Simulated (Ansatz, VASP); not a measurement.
# One calculation of BP, two programs

```
B P
1.0
     0.00000    2.45052    2.45052
     2.45052    0.00000    2.45052
     2.45052    2.45052    0.00000
B P
1 1
Cartesian
  0.0000 0.0000 0.0000
  3.6758 3.6758 3.6758
```

Change from the starting cell: strain +0.080 along x and y, +0.080 along z, atoms carried along.

Alike in both runs: task single point; functional LDA; k mesh 10 × 10 × 10; occupations gaussian, width 0.05 eV; no spin polarisation.

|  | VASP | Ansatz |
| --- | --- | --- |
| version | VASP 6.6.1 | Ansatz 0.2.0 |
| potentials or method | VASP PAW LDA potentials, release 64 (B, P) | scalar-relativistic, plane waves, PAW |
| plane-wave cutoff (eV) | 520 | 420 |
| valence electrons in the cell | 8 | 8 |

```csv
,VASP,Ansatz,Ansatz less VASP
gap on the k mesh at the Fermi level (eV),1.42,1.42,-0.001
least direct gap on the mesh (eV),3.10,3.10,-0.002
pressure (GPa),-27.7,-27.7,+0.03
```

Caveats: so large a pressure means that the cell lies far from this level's equilibrium, or that cutoff or potentials fall short (VASP). A k mesh can miss the band edges.
